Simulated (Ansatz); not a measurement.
Input and command of a calculation in Ansatz (plane waves; scalar-relativistic PAW potentials unless the input names others):

```yaml
crystal:
  lattice:
    - [1.9297883881, 1.1141638453, 3.6308477474]
    - [-1.9297883881, 1.1141638453, 3.6308477474]
    - [0.0, -2.2283276907, 3.6308477474]
  atoms:
    - { symbol: As, position: [0.2036332783, 0.2036332783, 0.2036332783] }
    - { symbol: As, position: [0.7963667217, 0.7963667217, 0.7963667217] }
basis:
  ecutwfc: 420
kpoints:
  mp_grid: { grid: [12, 12, 12] }
hamiltonian:
  xc: pbe
scf:
  occupations: { method: gaussian, width: 0.1 }
  max_iter: 50
output:
  forces: true
  eigenvalues: true
  stress: true
accuracy: 2.5
```

```bash
ansatz run input.yaml --threads 1 --pin off --max-ram 1331MiB --backend cpu --events-out ev --progress --plain --runs-dir out
```

What will the program do with this input?

The program refuses it, because of a value of the wrong type (accuracy: not typed → 2.5). Without that key it is accepted.

Abridged log:
```
Error: YAML parse error: error: line 22 column 1: unknown variant `2.5`, expected one of low, medium, high
  --> <input>:22:1
   |
20 |   eigenvalues: true
21 |   stress: true
22 | accuracy: 2.5
   | ^ unknown variant `2.5`, expected one of low, medium, high
```